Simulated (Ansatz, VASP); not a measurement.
**Cu in VASP and in Ansatz**

```xyz
3
Lattice="4.1618 0.0000 0.0000 -2.0809 3.6042 0.0000 0.0000 0.0000 2.5001" Properties=species:S:1:pos:R:3 pbc="T T T"
Cu   -2.0809    3.6042    2.5001
Cu    0.0000    2.4028    1.2501
Cu    2.0809    1.2014    1.2501
```

Alike in both runs: functional revPBE; k mesh 9 × 9 × 13; occupations fermi-dirac, width 0.1 eV; no spin polarisation.

Ansatz relaxed the structure, and its values are those at the end. VASP's run is a single point on that final structure, the one shown.

|  | VASP | Ansatz |
| --- | --- | --- |
| version | VASP 6.6.1 | Ansatz 0.2.0 |
| potentials or method | VASP PAW PBE potentials, release 64 (Cu) | plane waves (420 eV) with PAW, scalar-relativistic |
| plane-wave cutoff (eV) | 520 | 420 |
| valence electrons in the cell | 33 | 57 |

Ansatz gave:

| Item | Value |
| --- | --- |
| pressure (GPa) | 0.0 |

Q: What did VASP give for the same quantities?

A: Pressure (GPa): 0.6.

The two sets of potentials don't hold the same shells in valence.

Caveats: the PAW data sets were made with another functional, which shifts forces and pressure a little (VASP).
